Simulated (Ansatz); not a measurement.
The system is CdO (Monteponite).

```
CELL_PARAMETERS angstrom
0.00000 2.34950 2.34950
2.34950 0.00000 2.34950
2.34950 2.34950 0.00000
ATOMIC_POSITIONS crystal
Cd 0.00000 0.00000 0.00000
O 0.50000 0.50000 0.50000
```

```yaml
Program: Ansatz 0.2.0
Task: relaxation of cell and atoms
Functional: BLYP
Dispersion: D4
Potentials_or_basis: Ansatz PAW
Cutoff: "420 eV (not typed: the program's choice for these potentials)"
k_mesh: 10 × 10 × 10
Occupations: fermi-dirac, width 0.05 eV
Spin: no spin polarisation
```

At the start: volume 12.97 Å³/atom.

Task: How do energy, volume and symmetry change on relaxing?

Result: It ends after 7 steps and the volume is 13.42 Å³/atom (+3.4 %); space group Fm-3m (No. 225, to 0.05 Å).

Step by step:
```csv
step,energy change (eV),largest force (eV/Å),volume (Å³)
1,0.0000,0.0000,25.94
2,-0.0078,0.0000,26.99
3,-0.0090,0.0000,26.81
4,-0.0091,0.0000,26.80
5,-0.0131,0.0000,26.80
6,-0.0130,0.0000,26.83
7,-0.0130,0.0000,26.83
```

Final structure:
```cif
data_structure
_symmetry_space_group_name_H-M 'P 1'
_symmetry_Int_Tables_number 1
_cell_length_a 3.3604
_cell_length_b 3.3604
_cell_length_c 3.3604
_cell_angle_alpha 60.000
_cell_angle_beta 60.000
_cell_angle_gamma 60.000
_cell_volume 26.83
loop_
_atom_site_label
_atom_site_type_symbol
_atom_site_fract_x
_atom_site_fract_y
_atom_site_fract_z
_atom_site_occupancy
Cd1 Cd 0.00000 0.00000 0.00000 1
O1 O 0.50000 0.50000 0.50000 1
```

Caveat: the plane-wave basis is chosen anew once the cell has moved, so the energies of steps on either side of that aren't comparable; the pressure holds a Pulay correction of +0.6 GPa for the finite cutoff; the PAW data sets come from PBE, with cores solved anew for the run's functional, which leaves a small shift of forces and pressure.
